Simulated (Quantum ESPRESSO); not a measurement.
The system is TePb.

```
Pb Te
1.0
     0.00000    3.23100    3.23100
     3.23100    0.00000    3.23100
     3.23100    3.23100    0.00000
Pb Te
1 1
Cartesian
  0.0000 0.0000 0.0000
  3.2310 3.2310 3.2310
```

| Quantity | Value |
| --- | --- |
| Program | Quantum ESPRESSO 7.5 |
| Task | single point |
| Functional | PBE |
| Potentials or basis | SSSP 1.3 efficiency PBE |
| Cutoff | 748 eV |
| Density cutoff | 5987 eV |
| k mesh | 7 × 7 × 7 |
| Occupations | fermi-dirac, width 0.05 eV |
| Spin | no spin polarisation |

On this cell: pressure 2.0 GPa; largest force zero by symmetry; band gap on the k mesh not listed.

The same run follows on a disturbed copy (atoms moved at random, drawn with an rms of 0.05 Å):

```
Pb Te
1.0
     0.00000    3.23100    3.23100
     3.23100    0.00000    3.23100
     3.23100    3.23100    0.00000
Pb Te
1 1
Direct
  0.99209 0.00797 0.99531
  0.50633 0.50811 0.49049
```

Problem. What does the disturbed cell give?

Solution. The energy moves by +0.5 meV/atom; pressure 2.0 GPa; largest force 0.036 eV/Å; band gap on the k mesh 1.00 eV, direct.

Forces in eV/Å, atoms in the order of the input:
```
Pb  -0.009  0.019  0.029
Te   0.009 -0.019 -0.029
```

Caveats: spin-orbit coupling is left out, which as a rule narrows the gap of such compounds by several tenths of an eV (some runs); an odd mesh through Γ misses points on the zone boundary, where band edges often lie (some runs).
